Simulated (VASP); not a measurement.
**Sn under changes of volume**

One of the cells (26.249 Å³/atom); the others are scaled copies at fixed shape and fractional positions:

```
Sn
1.0
    -2.86546    2.86546    1.59841
     2.86546   -2.86546    1.59841
     2.86546    2.86546   -1.59841
Sn
2
Direct
  0.00000 0.00000 0.00000
  0.75000 0.25000 0.50000
```

| Item | Value |
| --- | --- |
| Program | VASP 6.6.1 |
| Functional | LDA |
| Potentials or basis | VASP PAW LDA potentials, release 64 (Sn_d) |
| Cutoff | 520 eV |
| k mesh | 8 × 8 × 8 |
| Occupations | fermi-dirac, width 0.05 eV |
| Spin | no spin polarisation |

| volume (Å³/atom) | energy over the lowest point (meV/atom) | pressure (GPa) |
| --- | --- | --- |
| 25.199 | 8.64 | 2.6 |
| 25.724 | 2.15 | 1.2 |
| 26.249 | 0.00 | -0.1 |
| 26.774 | 1.77 | -1.2 |
| 27.298 | ? | ? |

Question: What does the run at 27.298 Å³/atom give?

Answer: Energy over the lowest point 7.07 meV/atom; pressure -2.2 GPa.

Worked out: A Birch-Murnaghan fit of order 2 (a polynomial in V^(-2/3)) to the other rows has its minimum at 26.27 Å³/atom with B0 = V·E''(V) = 60 GPa at fixed shape and positions, which overstates the stiffness. It gives 7.08 meV/atom at 27.298 Å³/atom, against the run's 7.07, and -dE/dV = -2.1 GPa, against -2.2.

Energies are extrapolated to zero smearing.
